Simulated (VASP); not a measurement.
A run of VASP 6.6.1 is set up as follows.

The input INCAR:

```
PREC     = Accurate       # precision mode
ENCUT    = 520            # plane-wave cutoff, eV
EDIFF    = 1E-7           # SCF threshold, eV
ISMEAR   = 1              # smearing method
SIGMA    = 0.1            # smearing width, eV
LREAL    = False          # projectors in reciprocal space
LASPH    = True           # aspherical terms in the spheres
NELM     = 80             # most SCF steps
ALGO     = Normal         # electronic algorithm
ISIF     = 2              # what is computed and relaxed
LWAVE    = False          # write WAVECAR
LCHARG   = False          # write CHGCAR
GGA      = PE             # functional
IVDW     = 12             # dispersion correction
ICORELEVEL= 1
```

File KPOINTS:

```
Automatic mesh
0
Gamma
  9 9 15
```

The input POSCAR:

```
Sb
1.0
    4.3223837000      0.0000000000      0.0000000000
   -2.1611921500      3.7432942600      0.0000000000
    2.1611914600      1.2477645900      3.6688440000
Sb
2
Direct
    0.5260200000      0.7630100000      0.7109700000
    0.4739800000      0.2369900000      0.2890300000
```

Potentials or basis: VASP PAW PBE potentials, release 64 (Sb).

Run with:

```console
$ cat potpaw_PBE.64/Sb/POTCAR > POTCAR
$ mpirun -np 1 vasp_std > vasp.out
```

**Question.** Estimate the band gap on the k mesh.

**Answer.** None (metal or under the smearing width).

**Question.** Predict the dispersion energy per atom.

**Answer.** -0.481 eV.

Core levels (eV, on the scale of the bands):
| atom | levels |
| --- | --- |
| 1 Sb | 1s -30286.3, 2s -4598.2, 2p -4126.3, 3s -891.9, 3p -738.2, 3d -503.8, 4s -137.0, 4p -90.0, 4d -21.8 |
| 2 Sb | 1s -30286.3, 2s -4598.2, 2p -4126.3, 3s -891.9, 3p -738.2, 3d -503.8, 4s -137.0, 4p -90.0, 4d -21.8 |

 Spin-orbit coupling is left out, which matters for the levels of Sb.
